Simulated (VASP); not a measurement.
**ZrO2: relaxation of cell and atoms with PBEsol**

Crystal: ZrO2.

```
CELL_PARAMETERS angstrom
3.58566 0.00000 0.00000
0.00000 3.58566 0.00000
0.00000 0.00000 5.17221
ATOMIC_POSITIONS crystal
Zr 0.00000 0.00000 0.00000
Zr 0.50000 0.50000 0.50000
O 0.00000 0.50000 0.20287
O 0.00000 0.50000 0.70287
O 0.50000 0.00000 0.29713
O 0.50000 0.00000 0.79713
```

| Item | Value |
| --- | --- |
| Program | VASP 6.6.1 |
| Task | relaxation of cell and atoms |
| Functional | PBEsol |
| Potentials or basis | VASP PAW PBE potentials, release 64 (Zr_sv, O) |
| Cutoff | 600 eV |
| k mesh | 8 × 8 × 6 |
| Occupations | gaussian, width 0.03 eV |
| Spin | no spin polarisation |
| Further INCAR settings | ALGO = Normal; EDIFF = 1e-07; IBRION = 2; EDIFFG = -0.005; NSW = 90; ISIF = 3 |

```json
{"Pressure after relaxing": "0.0 GPa", "Largest force after relaxing": "0.003 eV/Å", "Band gap on the k mesh": "3.99 eV, indirect (least direct gap 4.09 eV)"}
```

Forces on the atoms (eV/Å):
```
Zr   0.000  0.000  0.000
Zr   0.000  0.000  0.000
O    0.000  0.000 -0.003
O    0.000  0.000 -0.003
O    0.000  0.000  0.003
O    0.000  0.000  0.003
```

Final structure:
```yaml
crystal:
  lattice:
    - [3.58566, 0.00000, 0.00000]
    - [0.00000, 3.58566, 0.00000]
    - [0.00000, 0.00000, 5.17221]
  atoms:
    - { symbol: Zr, position: [0.00000, 0.00000, 0.00000] }
    - { symbol: Zr, position: [0.50000, 0.50000, 0.50000] }
    - { symbol: O, position: [0.00000, 0.50000, 0.20287] }
    - { symbol: O, position: [0.00000, 0.50000, 0.70287] }
    - { symbol: O, position: [0.50000, 0.00000, 0.29713] }
    - { symbol: O, position: [0.50000, 0.00000, 0.79713] }
```

Levels at points of the mesh, in eV from the valence-band top:
| k point | band 20 | band 21 | band 22 | band 23 | band 24 | band 25 | band 26 | band 27 | band 28 |
| --- | --- | --- | --- | --- | --- | --- | --- | --- | --- |
| (0.00, 0.00, 0.00) | -1.27 | -0.57 | -0.11 | -0.11 | -0.11 | 3.99 | 4.49 | 5.13 | 5.29 |
| (0.50, 0.00, 0.00) | -2.14 | -1.46 | -1.46 | -0.11 | -0.11 | 4.42 | 4.42 | 5.40 | 5.40 |
| (0.50, 0.50, 0.00) | -1.12 | -0.88 | -0.88 | -0.29 | -0.29 | 5.14 | 5.14 | 5.33 | 5.33 |
| (0.00, 0.00, 0.50) | -2.71 | -0.48 | -0.48 | -0.02 | -0.02 | 4.57 | 4.57 | 5.15 | 5.15 |
| (0.50, 0.00, 0.50) | -1.89 | -1.29 | -1.29 | -0.91 | -0.91 | 4.54 | 4.54 | 4.81 | 4.81 |
| (0.50, 0.50, 0.50) | -1.85 | -1.38 | -1.38 | -0.02 | -0.02 | 5.19 | 5.19 | 5.58 | 5.58 |

It took 36 s on 2 MPI ranks on Intel(R) Xeon(R) 6975P-C (Granite Rapids), on a shared host, peak memory 0.25 GiB a rank.

Caveat: the relaxation stopped at its first step, so nothing moved; the PAW data sets were made with another functional, which shifts forces and pressure a little. A k mesh can miss the band edges.
